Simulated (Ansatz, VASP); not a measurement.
KI in VASP and in Ansatz

INCAR

```
SYSTEM = KI
ALGO     = Normal         ! electronic algorithm
EDIFF    = 1E-7           ! SCF threshold, eV
ENCUT    = 520            ! plane-wave cutoff, eV
GGA      = PS             ! functional
ISIF     = 2              ! what is computed and relaxed
ISMEAR   = -1             ! smearing method
LASPH    = .True.         ! aspherical terms in the spheres
LCHARG   = .False.        ! write CHGCAR
LREAL    = .False.        ! projectors in reciprocal space
LWAVE    = .False.        ! write WAVECAR
NBANDS   = 15             ! bands
NELM     = 80             ! most SCF steps
PREC     = Accurate       ! precision mode
SIGMA    = 0.01           ! smearing width, eV
```

The input KPOINTS:

```
k-points
0
Gamma
  8 8 8
  0 0 0
```

The input POSCAR:

```
KI
1.0
    0.0000000000      3.5245500000      3.5245500000
    3.5245500000      0.0000000000      3.5245500000
    3.5245500000      3.5245500000      0.0000000000
K I
1 1
Direct
    0.0000000000      0.0000000000      0.0000000000
    0.5000000000      0.5000000000      0.5000000000
```

Input for Ansatz:

```yaml
crystal:
  lattice:
    - [0.0, 3.52455, 3.52455]
    - [3.52455, 0.0, 3.52455]
    - [3.52455, 3.52455, 0.0]
  atoms:
    - { symbol: K, position: [0.0, 0.0, 0.0] }
    - { symbol: I, position: [0.5, 0.5, 0.5] }
kpoints:
  mp_grid: { grid: [8, 8, 8] }
  band_path:
    path:
      - [0.0, 0.0, 0.0]
      - [0.5, 0.0, 0.5]
      - [0.625, 0.25, 0.625]
      - [0.375, 0.375, 0.75]
      - [0.0, 0.0, 0.0]
      - [0.5, 0.5, 0.5]
      - [0.5, 0.25, 0.75]
      - [0.5, 0.0, 0.5]
    npoints: 14
scf:
  occupations: { method: fermi_dirac, width: 0.01 }
hamiltonian:
  xc: pbesol
  pseudopotentials: { kind: all_electron, lapw: { basis_error: 0.001 } }
output:
  forces: true
  stress: true
  eigenvalues: true
  fatbands: true
  populations: true
  dos: { projected: true, de: 0.2, e_range: [-14, 8] }
```

Alike in both runs: task single point; functional PBEsol; k mesh 8 × 8 × 8; occupations fermi-dirac, width 0.01 eV; no spin polarisation.

|  | VASP | Ansatz |
| --- | --- | --- |
| version | VASP 6.6.1 | Ansatz 0.2.0 |
| potentials or method | VASP PAW PBE potentials, release 64 (K_sv, I) | all-electron LAPW, scalar-relativistic |
| plane-wave cutoff (eV) | 520 | see its input |

```csv
,VASP,Ansatz,Ansatz less VASP
gap on the k mesh at the Fermi level (eV),3.83,3.83,+0.003
pressure (GPa),-0.2,-0.2,-0.03
```

Ansatz ran all-electron here, so the differences hold the error of VASP's frozen core and of both bases.

Caveats: the PAW data sets were made with another functional, which shifts forces and pressure a little (VASP); spin-orbit coupling is left out, which moves the levels of the heavy elements. A hybrid or GW would open this gap; PBEsol tends to underestimate it. A k mesh can miss the band edges.
